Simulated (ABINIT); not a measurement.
A run of ABINIT 10.8.3 (patched build):

The input run.abi:

```
# Datasets: ground state, then fixed potential
ndtset 2

# Pseudopotentials
pp_dirpath "./"
pseudos "Mg.GGA_PBE-JTH.xml, B.GGA_PBE-JTH.xml"

# Structure
acell 3*1.0
rprim
     5.8298050945     0.0000000000     0.0000000000
    -2.9149025472     5.0487593110     0.0000000000
     0.0000000000     0.0000000000     6.6575051371
ntypat 2
znucl 12 5
natom 3
typat 1 2 2
xred
     0.0000000000     0.0000000000     0.0000000000
     0.6666666667     0.3333333333     0.5000000000
     0.3333333333     0.6666666667     0.5000000000

# Plane-wave basis
ecut 517.016339 eV
pawecutdg 38.0

# Exchange and correlation
ixc 15

# Bands and occupations
occopt 3
tsmear 0.05 eV

# SCF cycle
nstep 100

# Output
iomode 3
prtwf 0
prteig 0
prtebands 0
enunit 1
prtden1 1

# Dataset 1
kptopt1 1
ngkpt1 10 10 8
nshiftk1 1
shiftk1 0.0 0.0 0.0
nband1 12
tolvrs1 1.0e-9

# Dataset 2: bands along G-M-K-G-A-L-H-A
iscf2 -2
getden2 1
nband2 18
nbdbuf2 4
tolwfr2 1.0e-11
kptopt2 -7
ndivsm2 6
prteig2 1
prtvol2 -3
kptbounds2
     0.0000000000     0.0000000000     0.0000000000
     0.5000000000     0.0000000000     0.0000000000
     0.3333333333     0.3333333333     0.0000000000
     0.0000000000     0.0000000000     0.0000000000
     0.0000000000     0.0000000000     0.5000000000
     0.5000000000     0.0000000000     0.5000000000
     0.3333333333     0.3333333333     0.5000000000
     0.0000000000     0.0000000000     0.5000000000
```

Potentials or basis: JTH PAW PBE v2.0.

The run is started by

```sh
$ abinit run.abi > log 2>&1
```

Hardware: 1 thread of Arm Neoverse V2, on a shared host.

Problem. Estimate the wall time of this run.

Solution. Run time: 26 s on 1 thread of Arm Neoverse V2, with other jobs on the host, peak memory 0.12 GiB. Counts: scf iterations 11, mpi ranks 1, k points 70, bands 12, plane waves 788.
